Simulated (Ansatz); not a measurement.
System: cubic perovskite LaAlO3 (cubic high-temperature phase). Method: PBE0 (Ansatz, an electronic-structure program, PAW).

Run with plane-wave cutoff 460 eV, 6×6×6 k mesh, Fermi–Dirac smearing 0.01 eV, scalar-relativistic PAW data made under PBE.

Equation-of-state points:

| V (Å³/atom) | E − E_lowest (meV/atom) | P (GPa) |
|---|---|---|
| 10.230 | 19.83 | 12.40 |
| 10.499 | 4.58 | 5.89 |
| 10.861 | 0.00 | -1.62 |
| 11.037 | 3.58 | -4.84 |
| 11.307 | 15.50 | -9.25 |

Estimate the bulk modulus from the pressures at 10.499 and 10.861 Å³/atom, and compare it with a fit to all energies.

B = −V dP/dV. Between V = 10.499 and 10.861 Å³/atom, dP/dV = (-1.62 − (5.89))/(10.861 − 10.499) = -20.7 GPa per Å³/atom; at the midpoint 10.680 Å³/atom this gives B ≈ 222 GPa. The third-order Birch–Murnaghan fit gives V0 = 10.777 Å³/atom, B0 = 213 GPa, B′ = 4.2, which lies 4 % below that estimate.

Measured, for comparison: bulk modulus 215 ± 4 GPa (room temperature, not corrected to a static lattice, cubic phase above 14 GPa, extrapolated to zero pressure; as tabulated in Guennou et al. (2011), arXiv:1105.1276). Computed (rounded) less measured: bulk modulus -0.9 % (inside the measured uncertainty).

Note: the relaxation could not lower the start's symmetry, so the cell can be a saddle point above a distorted one.

Spin–orbit coupling is not included.

Computed values are for the static lattice.
